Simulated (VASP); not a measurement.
Here is a VASP 6.6.1 calculation.

INCAR

```
SYSTEM = Si
ALGO = Normal
EDIFF = 1E-7
EDIFFG = -0.005
ENCUT = 600
GGA = CA
IBRION = 2
ISIF = 3
ISMEAR = 1
LASPH = .True.
LCHARG = .False.
LREAL = .False.
LWAVE = .False.
NELM = 80
NSW = 90
PREC = Accurate
PSTRESS = 158.0
SIGMA = 0.1
```

Contents of KPOINTS:

```
k-points
0
Gamma
  16 16 16
  0 0 0
```

The input POSCAR:

```
Si                                      
1.0
   -2.1678664535      2.3813121894      1.2686712316
    2.1678664535     -2.3813121894      1.2686712316
    2.1678664535      2.3813121894     -1.2686712316
  Si            
     2
Direct
     0.7466667113827852    0.9966667113827851    0.7500000000000000
     0.2533332886172149    0.0033332886172147    0.2500000000000000
```

Potentials or basis: VASP PAW LDA potentials, release 64 (Si).

Run with:

```console
$ cat potpaw_LDA.64/Si/POTCAR > POTCAR
$ mpirun -np 1 vasp_std > vasp.out
```

Problem. Predict the relaxed volume.

Solution. 13.10 Å³/atom.

Problem. What does it give for the space group after relaxing (to 0.05 Å)?

Solution. P6/mmm (No. 191).

Problem. Predict the relaxed cell.

Solution. a = 3.461 Å, b = 3.461 Å, c = 3.461 Å, α = 102.45°, β = 93.05°, γ = 136.98°.

Problem. What does it give for the band gap on the k mesh?

Solution. None (metal or under the smearing width).

Final structure:
```
Si
1.0
    -2.16735    2.38101    1.26888
     2.16735   -2.38101    1.26888
     2.16735    2.38101   -1.26888
Si
2
Cartesian
  2.1673 1.1905 1.2679
  0.0000 1.1905 0.0010
```

Caveat: the cell is relaxed towards a set pressure, so the enthalpy falls and the energy may rise.
